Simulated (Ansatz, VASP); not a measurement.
# Two plane-wave programs on Ru

```
Ru
1.0
     4.22371    0.00000    0.00000
    -2.11186    3.65784    0.00000
     0.00000    0.00000    2.65077
Ru
3
Direct
  0.00000 0.00000 0.00000
  0.33333 0.66667 0.50000
  0.66667 0.33333 0.50000
```

Alike in both runs: functional PBEsol; k mesh 9 × 9 × 12; occupations fermi-dirac, width 0.1 eV; no spin polarisation.

Ansatz relaxed the structure, and its values are those at the end. VASP's run is a single point on that final structure, the one shown.

```csv
,VASP,Ansatz
version,VASP 6.6.1,Ansatz 0.2.0
potentials or method,"VASP PAW PBE potentials, release 64 (Ru_pv)","plane waves (420 eV) with PAW, scalar-relativistic"
plane-wave cutoff (eV),520,420
valence electrons in the cell,42,48
```

```tsv
	VASP	Ansatz	Ansatz less VASP
pressure (GPa)	0.0	0.0	-0.03
```

The two sets of potentials don't hold the same shells in valence. Ansatz warned: «pseudo_functional_mismatch».

Caveats: the PAW data sets were made with another functional, which shifts forces and pressure a little (VASP).
